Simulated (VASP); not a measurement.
The system is NiO.

```
Ni O
1.0
     0.00000    2.24063    2.24063
     2.24063    0.00000    2.24063
     2.24063    2.24063    0.00000
Ni O
1 1
Direct
  0.00000 0.00000 0.00000
  0.75000 0.75000 0.75000
```

The cell was built by a generator and needn't be a form met in nature.

Base run:

| Item | Value |
| --- | --- |
| Program | VASP 6.6.1 |
| Functional | TB-mBJ |
| Potentials or basis | VASP PAW PBE potentials, release 64 (Ni, O) |
| Cutoff | 520 eV |
| k mesh | 7 × 7 × 7 |
| Occupations | fermi-dirac, width 0.05 eV |
| Spin | collinear spin, ferromagnetic start |
| Starting moments | [1.0, 0.0] μB |

Its results: net moment 2.00 μB per cell.

After a change of settings the same cell gave: net moment 1.78 μB per cell. Which change was it?
A. functional from TB-mBJ to LDA; potentials or basis from VASP PAW PBE potentials, release 64 (Ni, O) to VASP PAW LDA potentials, release 64 (Ni, O)
B. functional from TB-mBJ to SCAN
C. functional from TB-mBJ to PW91
D. functional from TB-mBJ to r2SCAN

C.

Caveats: a cell with one magnetic atom can't hold antiferromagnetic order, which such compounds often take.

Runs at the PBE level aren't shown here.
